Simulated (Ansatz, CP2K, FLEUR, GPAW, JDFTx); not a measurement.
**SiC: energy against volume and a worked fit**

```yaml
crystal:
  lattice:
    - [3.08157, 0.00000, 0.00000]
    - [1.54079, 2.66872, 0.00000]
    - [1.54079, 0.88957, 2.51609]
  atoms:
    - { symbol: Si, position: [0.00000, 0.00000, 0.00000] }
    - { symbol: C, position: [0.75000, 0.75000, 0.75000] }
```

The cell was scaled at fixed shape and fractions and run with CP2K, POTENTIAL_UZH Si GTH-PBE-q4, C GTH-PBE-q4; TZVP-MOLOPT-PBE-GTH basis; PBEsol, k mesh 10 × 10 × 10 on the cell of 2 atoms, fermi-dirac occupations of 0.05 eV, no spin polarisation, no spin-orbit coupling. The potentials were made for PBE. Energies are those that the program minimises, any entropy of the smearing included.

| V (Å³/atom) | energy over the lowest row (meV/atom) |
| --- | --- |
| 9.7252 | 35.24 |
| 9.9321 | 16.74 |
| 10.1391 | 5.20 |
| 10.3460 | 0.00 |
| 10.5529 | ? |
| 10.7598 | 6.32 |
| 10.9667 | 16.84 |

Problem. Fit the third-order Birch-Murnaghan form, give V0, B0 and B′, and predict the energy left open.

Solution. With y = (V0/V)^(2/3), E = E0 + (9 V0 B0/16) [(y - 1)³ B′ + (y - 1)² (6 - 4y)]. Least squares through the rows shown give V0 = 10.4281 Å³/atom, E0 = -0.44 meV, B0 = 215.8 GPa (1 eV/Å³ = 160.218 GPa) and B′ = 3.82, with a largest miss of 0.00 meV. At V = 10.5529 the form with these constants gives 0.55 meV; the run gave 0.55 meV an atom. Other set-ups at this level, from all their volumes (Å³/atom, GPa): FLEUR, all-electron, FLAPW: V0 10.335, B0 221.1; GPAW, PAW data sets generated for this functional: V0 10.403, B0 221.1; JDFTx, PseudoDojo-SR-PBEsol-0.4.1-standard with smoothed tails: V0 10.343, B0 220.5; Ansatz, all-electron LAPW, scalar-relativistic: V0 10.335, B0 221.1. Measured volume: 10.36 Å³/atom at 297 K (a printed reference work), so the fit lies +0.7 % from it. The runs are for a static lattice.
